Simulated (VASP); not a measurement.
Input of a VASP 6.6.1 run:

INCAR

```
ALGO = Normal ; BPARAM = 20.0
CPARAM = 0.0093 ; EDIFF = 1E-8
ENCUT = 520 ; GGA = PS
ISIF = 2 ; ISMEAR = -5
IVDW_NL = 2 ; LASPH = True
LCHARG = False ; LEPSILON = True
LREAL = False ; LUSE_VDW = True
LWAVE = False ; NELM = 60
PREC = Accurate ; SIGMA = 0.05
```

The input C3N4.cif:

```cif
data_C3N4
_cell_length_a 3.41004623
_cell_length_b 3.41004623
_cell_length_c 3.41004623
_cell_angle_alpha 90.00000000
_cell_angle_beta 90.00000000
_cell_angle_gamma 90.00000000
_space_group_name_H-M_alt 'P-43m'
_space_group_name_Hall 'P -4 2 3'
_space_group_IT_number 215
loop_
_space_group_symop_operation_xyz
'x,y,z'
'y,-x,-z'
'-x,-y,z'
'-y,x,-z'
'x,-y,-z'
'y,x,z'
'-x,y,-z'
'-y,-x,z'
'z,x,y'
'-z,y,-x'
'z,-x,-y'
'-z,-y,x'
'-z,x,-y'
'z,y,x'
'-z,-x,y'
'z,-y,-x'
'y,z,x'
'-x,-z,y'
'-y,z,-x'
'x,-z,-y'
'-y,-z,x'
'x,z,y'
'y,-z,-x'
'-x,z,-y'
loop_
_atom_site_label
_atom_site_type_symbol
_atom_site_symmetry_multiplicity
_atom_site_Wyckoff_symbol
_atom_site_fract_x
_atom_site_fract_y
_atom_site_fract_z
_atom_site_occupancy
N1 N 4 e 0.7543130000 0.2456870000 0.2456870000 1
C1 C 3 d 0.0000000000 0.5000000000 0.0000000000 1
```

File KPOINTS:

```
k-points
0
Gamma
  8 8 8
```

POSCAR

```
N  C 
 1.0000000000000000
     3.4100462299999998    0.0000000000000000    0.0000000000000000
     0.0000000000000000    3.4100462299999998    0.0000000000000000
     0.0000000000000000    0.0000000000000000    3.4100462299999998
 N   C  
   4   3
Cartesian
  2.5722422018899898  0.8378040281100099  0.8378040281100099
  0.8378040281100099  0.8378040281100103  2.5722422018899898
  0.8378040281100103  2.5722422018899898  0.8378040281100099
  2.5722422018899898  2.5722422018899898  2.5722422018899898
  0.0000000000000000  1.7050231149999999  0.0000000000000000
  1.7050231149999999  0.0000000000000000  0.0000000000000000
  0.0000000000000000  0.0000000000000000  1.7050231149999999
```

Potentials or basis: VASP PAW PBE potentials, release 64 (N, C).

Run with:

```console
$ ase convert -i cif -o vasp C3N4.cif POSCAR
$ cat potpaw_PBE.64/N/POTCAR potpaw_PBE.64/C/POTCAR > POTCAR
$ mpirun -np 1 vasp_std > vasp.out
```

(1) Estimate the electronic dielectric tensor (diagonal).

(2) Predict the Born charges (mean of the diagonal).

(3) What does it give for the band gap on the k mesh?

Answers

(1) 5.29.

(2) N -1.53; C +2.04 e.

(3) 2.44 eV, direct.
